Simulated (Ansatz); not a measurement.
The elements of this relaxed trial crystal are hidden behind letters.

```
lattice vectors (Å)
   7.6166    0.0000    0.0000
   0.0000    7.6166    0.0000
   0.0000    0.0000    7.6166
fractional positions
X 0.5000 0.0000 0.7500
X 0.7500 0.5000 0.0000
X 0.0000 0.7500 0.5000
X 0.5000 0.0000 0.2500
X 0.2500 0.5000 0.0000
X 0.0000 0.2500 0.5000
Z 0.0000 0.5000 0.7500
Z 0.7500 0.0000 0.5000
Z 0.5000 0.7500 0.0000
Z 0.0000 0.5000 0.2500
Z 0.2500 0.0000 0.5000
Z 0.5000 0.2500 0.0000
```

The calculation used Ansatz, DFT PBE, scalar-relativistic, plane waves, PAW. The final run on the 12-atom cell used 420 eV, a Γ-centred 4×4×4 mesh, 0.02 eV smearing and no spin polarisation.

```
Space group                               : Pm-3n (No. 223)
Conventional cell                         : a = 7.617 Å
Volume per atom                           : 36.82 Å³
Density                                   : 4.32 g/cm³
Energy over the elements                  : −0.560 eV/atom
Gap on the 4×4×4 mesh of the 12-atom cell : 0.65 eV
```

Energies are uncorrected and count from the elements' standard states at the same level.

Task: X is a d-block element of period 5 and Z is a p-block element of period 4. Which elements are they?

Result: X = Cd, Z = Se, so the formula is CdSe. Density times volume gives a mean mass of 4.32 × 36.82/1.6605 = 95.8 u per atom, and this set has 95.7 u. Among the elements that the hints allow, noble gases aside, only these give it. Cd is surrounded by 4 Se at 2.69 Å; Se has 4 Cd at 2.69 Å.

Kohn–Sham gaps at this level usually fall short of measured ones. A later test with randomly moved atoms came back to the same energy, though modes that don't fit the test's cell weren't probed.
